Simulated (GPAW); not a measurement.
# BaZrO3 (Pm-3m) in GPAW: reference runs

How does BaZrO3 come out in PBEsol? The cell is run as given.

Everything below comes from runs of GPAW 26.7.0. Logs are shortened: lines on timing, memory, paths and dates and some standing lists are left out, and cuts for length are marked. The log counts tension as positive stress, the text compression.

### Step 1. The structure

It takes space group Pm-3m (No. 221, cubic). The conventional cell has a = 4.191 Å, b = 4.191 Å, c = 4.191 Å, α = 90.00°, β = 90.00°, γ = 90.00°. Around Ba (site symmetry m-3m) lie 12 O at 2.96 Å. Zr (site symmetry m-3m) is surrounded by 6 O at 2.10 Å. Around O (site symmetry 4/mmm) lie 2 Zr at 2.10 Å.

### Step 2. Single point, PBEsol

run.py reads:

```python
from ase import Atoms
from ase.dft.bandgap import bandgap
from ase.io import write
from ase.units import GPa
from gpaw import GPAW, PW, setup_paths

setup_paths.insert(0, '.')

atoms = Atoms(['Ba', 'Zr', 'O', 'O', 'O'],
              cell=[[4.19134, 0.0, 0.0],
                    [0.0, 4.19134, 0.0],
                    [0.0, 0.0, 4.19134]],
              scaled_positions=[[0.0, 0.0, 0.0],
                                [0.5, 0.5, 0.5],
                                [0.5, 0.5, 0.0],
                                [0.5, 0.0, 0.5],
                                [0.0, 0.5, 0.5]],
              pbc=True)

calc = GPAW(mode=PW(800),
            xc='PBEsol',
            kpts={'size': (6, 6, 6), 'gamma': True},
            occupations={'name': 'fermi-dirac', 'width': 0.05},
            nbands=36,
            convergence={'density': 1e-05, 'energy': 1e-05},
            maxiter=150,
            txt='gpaw.txt')
atoms.calc = calc
energy = atoms.get_potential_energy()
forces = atoms.get_forces()
stress = atoms.get_stress()
calc.write('gs.gpw')
write('result.traj', atoms)
print(f'Energy: {energy:.6f} eV')
print('Forces (eV/A):')
print(forces.round(4))
print('Stress (GPa):', (stress / GPa).round(3))
print('Fermi level:', round(calc.get_fermi_level(), 4), 'eV')
print(f'Gap: {bandgap(calc)[0]:.4f} eV, direct: {bandgap(calc, direct=True)[0]:.4f} eV')
```

Potentials or basis: PAW data sets generated in the run's folder for this functional, pw.

The run is started by

```console
$ gpaw-setup -f PBEsol Ba O Zr
$ OMP_NUM_THREADS=1 python run.py
```

gpaw.txt:

```text
__  _  _
 | _ |_)|_||  |
 |__||  | ||/\| - 26.7.0

Input parameters:
  mode=PW(ecut=800.0),
  convergence={'density': 1e-05, 'energy': 1e-05},
  kpts=MonkhorstPack(size=(6, 6, 6), gamma=True),
  maxiter=150,
  nbands=36,
  occupations=Occupations(name='fermi-dirac', width=0.05),
  xc=XC(name='PBEsol')

Diagonalizing LCAO Hamiltonian
Converting LCAO to pw mode
    .---------.
   /|         |
  / |         |
 *  |         |
 | O|  Zr     |
 |  .---------.
 | /  OO     /
 |/         /
 Ba--------*

Atoms  # Å, Bohr magnetons
|   | symbol |        x |        y |        z |    initial magnetic moments |
|---|--------|----------|----------|----------|-----------------------------|
| 0 |     Ba | 0.000000 | 0.000000 | 0.000000 | ( 0.0000,  0.0000,  0.0000) |
| 1 |     Zr | 2.095670 | 2.095670 | 2.095670 | ( 0.0000,  0.0000,  0.0000) |
| 2 |      O | 2.095670 | 2.095670 | 0.000000 | ( 0.0000,  0.0000,  0.0000) |
| 3 |      O | 2.095670 | 0.000000 | 2.095670 | ( 0.0000,  0.0000,  0.0000) |
| 4 |      O | 0.000000 | 2.095670 | 2.095670 | ( 0.0000,  0.0000,  0.0000) |

Unit cell  # Å
| periodic |        x |        y |        z |  lengths |    angles |
|----------|----------|----------|----------|----------|-----------|
|      yes | 4.191340 | 0.000000 | 0.000000 | 4.191340 | 90.000000 |
|      yes | 0.000000 | 4.191340 | 0.000000 | 4.191340 | 90.000000 |
|      yes | 0.000000 | 0.000000 | 4.191340 | 4.191340 | 90.000000 |

Number of symmetries: 48
Symmetry operations  # r_c * U_cc + t_c -> r_c
|    | kind |            matrix            |
|----|------|------------------------------|
|  0 |  E   |  1, 0, 0,  0, 1, 0,  0, 0, 1 |
|  1 |  σ   |  1, 0, 0,  0, 1, 0,  0, 0,-1 |
|  2 |  σ   |  1, 0, 0,  0, 0, 1,  0, 1, 0 |
|  3 |  C4  |  1, 0, 0,  0, 0, 1,  0,-1, 0 |
|  4 |  C4  |  1, 0, 0,  0, 0,-1,  0, 1, 0 |
|  5 |  σ   |  1, 0, 0,  0, 0,-1,  0,-1, 0 |
|  6 |  σ   |  1, 0, 0,  0,-1, 0,  0, 0, 1 |
|  7 |  C2  |  1, 0, 0,  0,-1, 0,  0, 0,-1 |
|  8 |  σ   |  0, 1, 0,  1, 0, 0,  0, 0, 1 |
|  9 |  C2  |  0, 1, 0,  1, 0, 0,  0, 0,-1 |
| 10 |  C3  |  0, 1, 0,  0, 0, 1,  1, 0, 0 |
| 11 |  S6  |  0, 1, 0,  0, 0, 1, -1, 0, 0 |
| 12 |  S6  |  0, 1, 0,  0, 0,-1,  1, 0, 0 |
| 13 |  C3  |  0, 1, 0,  0, 0,-1, -1, 0, 0 |
| 14 |  C4  |  0, 1, 0, -1, 0, 0,  0, 0, 1 |
| 15 |  S4  |  0, 1, 0, -1, 0, 0,  0, 0,-1 |
| 16 |  C3  |  0, 0, 1,  1, 0, 0,  0, 1, 0 |
| 17 |  S6  |  0, 0, 1,  1, 0, 0,  0,-1, 0 |
| 18 |  σ   |  0, 0, 1,  0, 1, 0,  1, 0, 0 |
| 19 |  C4  |  0, 0, 1,  0, 1, 0, -1, 0, 0 |
| 20 |  C2  |  0, 0, 1,  0,-1, 0,  1, 0, 0 |
| 21 |  S4  |  0, 0, 1,  0,-1, 0, -1, 0, 0 |
| 22 |  S6  |  0, 0, 1, -1, 0, 0,  0, 1, 0 |
| 23 |  C3  |  0, 0, 1, -1, 0, 0,  0,-1, 0 |
| 24 |  S6  |  0, 0,-1,  1, 0, 0,  0, 1, 0 |
| 25 |  C3  |  0, 0,-1,  1, 0, 0,  0,-1, 0 |
| 26 |  C4  |  0, 0,-1,  0, 1, 0,  1, 0, 0 |
| 27 |  σ   |  0, 0,-1,  0, 1, 0, -1, 0, 0 |
| 28 |  S4  |  0, 0,-1,  0,-1, 0,  1, 0, 0 |
| 29 |  C2  |  0, 0,-1,  0,-1, 0, -1, 0, 0 |
| 30 |  C3  |  0, 0,-1, -1, 0, 0,  0, 1, 0 |
| 31 |  S6  |  0, 0,-1, -1, 0, 0,  0,-1, 0 |
| 32 |  C4  |  0,-1, 0,  1, 0, 0,  0, 0, 1 |
| 33 |  S4  |  0,-1, 0,  1, 0, 0,  0, 0,-1 |
| 34 |  S6  |  0,-1, 0,  0, 0, 1,  1, 0, 0 |
| 35 |  C3  |  0,-1, 0,  0, 0, 1, -1, 0, 0 |
| 36 |  C3  |  0,-1, 0,  0, 0,-1,  1, 0, 0 |
| 37 |  S6  |  0,-1, 0,  0, 0,-1, -1, 0, 0 |
| 38 |  σ   |  0,-1, 0, -1, 0, 0,  0, 0, 1 |
| 39 |  C2  |  0,-1, 0, -1, 0, 0,  0, 0,-1 |
| 40 |  σ   | -1, 0, 0,  0, 1, 0,  0, 0, 1 |
[... 109 lines left out ...]
    core:    2
    charge:  0.0  # [|e|]
    compensation charges:
      type: gauss
      rc: 0.21  # [Å]
      lmax: 2
    cutoffs:
      filter: 1.17  # [Å]
      core: 0.83  # [Å]
    projectors
    | kind |    occ | energy [eV] | rcut [Å] |
    |------|--------|-------------|----------|
    |   2s |  2.000 |     -23.808 |    0.688 |
    |   2p |  4.000 |      -8.972 |    0.598 |
    |    s |        |       3.404 |    0.688 |
    |    p |        |      18.239 |    0.598 |
    |    d |        |       0.000 |    0.619 |

    Using partial waves for O as LCAO basis

Reference energy: -325130.479717  # eV

eigensolver:
  PPCG
  Converge bands: occupied
  niter=2

density mixing:
  MSR1-Mixer
  Pratt-step length: 0.05
  Maximum mixing coefficient: 0.75
  Old densities: 10
  SVD Regularization: 0.005
  Good broyden scale: 1.0
  Trust region scale: 1.0
  Backstep threshold: 4.0
  History deletion threshold: 6.0
  Fourier metric: weight=20.0, sigma=0.015

occupation numbers:
  Fermi-Dirac:
    width: 0.0500  # eV

poisson solver:
  ecut: 6400.0  # eV

xc functional:
  name: PBEsol with 2 nearest neighbor stencil

convergence criteria:
- Maximum integral of absolute [dens]ity change: 1e-05 electrons / valence electron
- Maximum [total energy] change in last 3 cyles: 1e-05 eV / valence electron
- Maximum integral of absolute [eigenst]ate change: 4e-08 eV^2 / valence electron
maximum number of iterations: 150

SCF iterations
|iter     | |      energy | eigst |  dens |
|---------|-|-------------|-------|-------|
|iter:   1| |  -47.489341 | +0.32 |       |
|iter:   2| |  -46.266188 | -1.29 | -0.89 |
|iter:   3| |  -43.277969 | -0.89 | -0.95 |
|iter:   4| |  -43.251365 | -2.80 | -1.51 |
|iter:   5| |  -43.249437 | -3.13 | -1.72 |
|iter:   6| |  -43.249820 | -4.45 | -2.58 |
|iter:   7| |  -43.249859 | -5.77 | -3.15 |
|iter:   8| |  -43.249861c| -6.92 | -3.84 |
|iter:   9| |  -43.249861c| -7.45c| -4.57 |
|iter:  10| |  -43.249861c| -7.93c| -5.22c|

Converged in 10 steps
Energy contributions relative to reference atoms: (reference = -325130.479717)

Energy contributions:
  Kinetic:          37.806822
  Coulomb:         -41.613893
  Zero:              0.828152
  External:          0.000000
  Xc:              -40.270942
  Entropy:          -0.000000
  Spinorbit:         0.000000
  ----------------------------
  Free energy:     -43.249861
  Extrapolated:    -43.249861

dipole moment: (-37.076395, -37.076395, -37.076395)  # |e|*Ang

Fermi level: 8.108
Eigenvalues  # (at kpt = [0.000, 0.000, 0.000])
| band index |      eig [eV] | occ [0-2] |
|------------|---------------|-----------|
|          0 |       -39.831 |     2.000 |
|        ... |               |           |
|         12 |         5.602 |     2.000 |
|         13 |         5.602 |     2.000 |
|         14 |         6.057 |     2.000 |
|         15 |         6.057 |     2.000 |
|         16 |         6.057 |     2.000 |
|         17 |         6.846 |     2.000 |
[... 8 lines left out ...]
|         26 |        14.518 |     0.000 |
|         27 |        14.518 |     0.000 |
|        ... |               |           |
|         35 |        24.288 |     0.000 |

Gap: 3.115 eV
Transition (v -> c):
  (s=0, k=19, n=19, [0.50, 0.50, 0.50]) -> (s=0, k=0, n=20, [0.00, 0.00, 0.00])
Direct/indirect transitions are different
Direct gap: 3.330 eV
Transition at: (s=0, k=0, n=19, [0.00, 0.00, 0.00])

Forces  # eV/Ang
|        x |        y |        z |
|----------|----------|----------|
| -0.00000 | -0.00000 | -0.00000 |  # Ba   0
|  0.00000 |  0.00000 |  0.00000 |  # Zr   1
|  0.00000 |  0.00000 | -0.00000 |  # O    2
|  0.00000 | -0.00000 |  0.00000 |  # O    3
| -0.00000 |  0.00000 |  0.00000 |  # O    4

Stress tensor  # eV/Ang^3
|         x |         y |        z |
|-----------|-----------|----------|
|  0.009536 | -0.000000 | 0.000000 |
| -0.000000 |  0.009536 | 0.000000 |
|  0.000000 |  0.000000 | 0.009536 |

# Writing to gs.gpw (mode='')
```

It took 1.7 min on 1 thread of Intel Xeon at 2.50GHz (Skylake/Cascade Lake), shared host; peak memory 0.24 GiB.

What came out:

| Property | Result |
| --- | --- |
| Free energy | -43.2499 eV |
| Pressure | -1.5 GPa |
| Band gap on the k mesh | 3.11 eV, indirect (least direct gap 3.33 eV) |

Caveat: spin-orbit coupling is left out, which moves the levels of the heavy elements. A k mesh can miss the band edges.
